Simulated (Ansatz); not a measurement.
# GaS: the cell at several levels of theory

How does the equilibrium cell of the known phase of GaS (P6_3/mmc) with 8 atoms a cell depend on the functional? It is relaxed with PBE-D3(BJ), r2SCAN+rVV10 and PBE-D4.

Program: Ansatz 0.2.0. PAW datasets, plane waves, zero pressure. (Simulation; spin polarisation is off.)

## Step 1: The structure to begin with

It is hexagonal, P6_3/mmc (No. 194); a = 3.585 Å, c = 15.500 Å in the conventional setting, 21.57 Å³ an atom. Around Ga lie 3 S at 2.34 Å and 1 Ga at 2.48 Å; around S lie 3 Ga at 2.34 Å.

Structure file:

```
Ga S
1.0
     3.58500    0.00000    0.00000
    -1.79250    3.10470    0.00000
     0.00000    0.00000   15.50000
Ga S
4 4
Direct
  0.33333 0.66667 0.17000
  0.66667 0.33333 0.67000
  0.33333 0.66667 0.33000
  0.66667 0.33333 0.83000
  0.33333 0.66667 0.60000
  0.66667 0.33333 0.10000
  0.33333 0.66667 0.90000
  0.66667 0.33333 0.40000
```

## Step 2: Relaxation with PBE-D3(BJ)

Input file input.yaml:

```yaml
crystal:
  lattice:
    - [3.585, 0.0, 0.0]
    - [-1.7925, 3.1047010726, 0.0]
    - [0.0, 0.0, 15.5]
  atoms:
    - { symbol: Ga, position: [0.3333333333, 0.6666666667, 0.17] }
    - { symbol: Ga, position: [0.6666666667, 0.3333333333, 0.67] }
    - { symbol: Ga, position: [0.3333333333, 0.6666666667, 0.33] }
    - { symbol: Ga, position: [0.6666666667, 0.3333333333, 0.83] }
    - { symbol: S, position: [0.3333333333, 0.6666666667, 0.6] }
    - { symbol: S, position: [0.6666666667, 0.3333333333, 0.1] }
    - { symbol: S, position: [0.3333333333, 0.6666666667, 0.9] }
    - { symbol: S, position: [0.6666666667, 0.3333333333, 0.4] }
kpoints:
  mp_grid: { grid: [12, 12, 2] }
hamiltonian:
  xc: pbe
  dispersion: d3bj
scf:
  occupations: { method: fermi_dirac, width: 0.02 }
relax:
  f_tol: 0.005
  cell: {}
```

Started as:

```
ansatz run input.yaml --threads 8 --pin off --max-ram 20275MiB --backend cpu --events-out ev --progress --plain --runs-dir out
```

What it wrote, shortened:

```text
Warning: RAYON_NUM_THREADS=8 ignored (pool sized by the plan → 8); use --threads N
[...]
Pseudopotentials: kind: paw
Pseudopotential: Ga, paw, valence charge 13, recommended cutoff 420 eV (normal), Ga.paw.azcp
Pseudopotential: S, paw, valence charge 6, recommended cutoff 420 eV (normal), S.paw.azcp
Functional definition: PBE
[...]
Crystal: 8 atoms, lattice volume = 172.520 Å³
Basis set: ecut = 420 eV, 3333 PW (Γ), exchange–correlation on 48×48×216 points (8 copies of the dense FFT grid, shifted against one another)
Bands: 46, of which v1, the nominal top of the filled ones, is band 38 counted from 1 (37 counted from 0)
Symmetry: 24 space group operations
Space group: P63/mmc (ITA 194), of the structure as read, at distance tolerance 5.6e-5 Å
[...]
  cell:  # Å, volume = 172.4516 Å³
    - [3.5899992846956232, 0.0, 0.0]
    - [-1.7949996423478116, 3.109030580114373, 0.0]
    - [0.0, 0.0, 15.450692248082348]
  atoms:
    - { symbol: Ga, position: [0.3333333333333333, 0.6666666666666666, 0.17078325079349843] }
    - { symbol: Ga, position: [0.6666666666666667, 0.3333333333333333, 0.6707832507934984] }
    - { symbol: Ga, position: [0.3333333333333333, 0.6666666666666666, 0.32921674920650174] }
    - { symbol: Ga, position: [0.6666666666666667, 0.3333333333333333, 0.8292167492065018] }
    - { symbol: S, position: [0.3333333333333333, 0.6666666666666666, 0.6003454255073627] }
    - { symbol: S, position: [0.6666666666666667, 0.3333333333333333, 0.10034542550736265] }
    - { symbol: S, position: [0.3333333333333333, 0.6666666666666666, 0.8996545744926376] }
    - { symbol: S, position: [0.6666666666666667, 0.3333333333333333, 0.39965457449263747] }
```

Wall time 26 s (8 threads of Intel Xeon at 2.50GHz (Skylake/Cascade Lake), shared host); peak memory 0.86 GiB.

Step by step:

```
step  energy change (meV/atom)  largest force (eV/Å)  pressure (GPa)  volume (Å³/atom)
   1                       0.0                0.2488           -0.01            21.565
   2                      -0.9                0.0319            0.07            21.617
   3                      -0.9                0.0147            0.03            21.511
   4                      -1.0                0.0006            0.01            21.556
   5                      -0.9                0.0006            0.01            21.556
```

The table lists every geometry solved, with passes on a fresh basis, whose energies don't compare exactly with the rows above.

```
                         before     after   change
                a (Å)     3.585     3.590  +0.14 %
                c (Å)    15.500    15.451  -0.32 %
     volume (Å³/atom)    21.565    21.556  -0.04 %
shortest distance (Å)     2.337     2.341  +0.18 %
          space group  P6_3/mmc  P6_3/mmc     same
```

[end of part 1 of 3]
